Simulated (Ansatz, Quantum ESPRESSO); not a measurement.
## One calculation of NbP, 3 ways

```
Nb P
1.0
    -1.67492    1.67492    5.74011
     1.67492   -1.67492    5.74011
     1.67492    1.67492   -5.74011
Nb P
2 2
Direct
  0.24988 0.74988 0.50000
  0.49988 0.49988 0.00000
  0.83275 0.33275 0.50000
  0.08275 0.08275 0.00000
```

The cell is a database's computed one, not the measured one.

Alike in all runs: task band structure; functional PBEsol; k mesh 11 × 11 × 11; occupations fermi-dirac, width 0.05 eV; no spin polarisation; no spin-orbit coupling. Pressure is positive in compression and, in plane waves, holds the error of the finite cutoff, which Ansatz's Pulay term estimates and takes out.

| program and potentials | plane-wave cutoff (eV) | notes | pressure (GPa) |
| --- | --- | --- | --- |
| Ansatz, Ansatz PAW | 420 | potentials made for PBE, which Ansatz adapts in part; Pulay term of +0.03 GPa included | -6.38 |
| Quantum ESPRESSO, GBRV 1.5 PBEsol | 612 | - | -6.72 |
| Ansatz, all-electron LAPW, scalar-relativistic | - | - | -6.38 |

The pressure spans -6.72 (Quantum ESPRESSO, GBRV 1.5 PBEsol) to -6.38 GPa (Ansatz, all-electron LAPW, scalar-relativistic), with all-electron results at -6.38.

Differences between rows come from potentials, basis sets and numerical settings, since the functional is the same but for its coding. Runs on potential files found faulty are left out.

All three calculations place NbP under tension, so at this cell volume PBEsol favours contraction. The likely reason is that the database cell was relaxed with a functional that gives longer bonds, such as PBE. PBEsol has a weaker gradient enhancement of exchange, which favours the denser valence overlap of a solid and typically shortens bonds. Nb d–P p bonding makes the compound stiff, so even a pressure of this size probably corresponds to only a modest lattice mismatch.

The PAW result matches the all-electron value of -6.38 GPa, while GBRV gives a somewhat stronger tension of -6.72 GPa, perhaps from its potentials or from residual basis-set stress. This spread is small beside the shared offset, which therefore belongs mainly to the pairing of functional and cell rather than to the treatment of the core. The negative pressure is thus no sign that NbP itself is unstable. Pressure alone also doesn't show how the contraction would divide between the tetragonal axes.
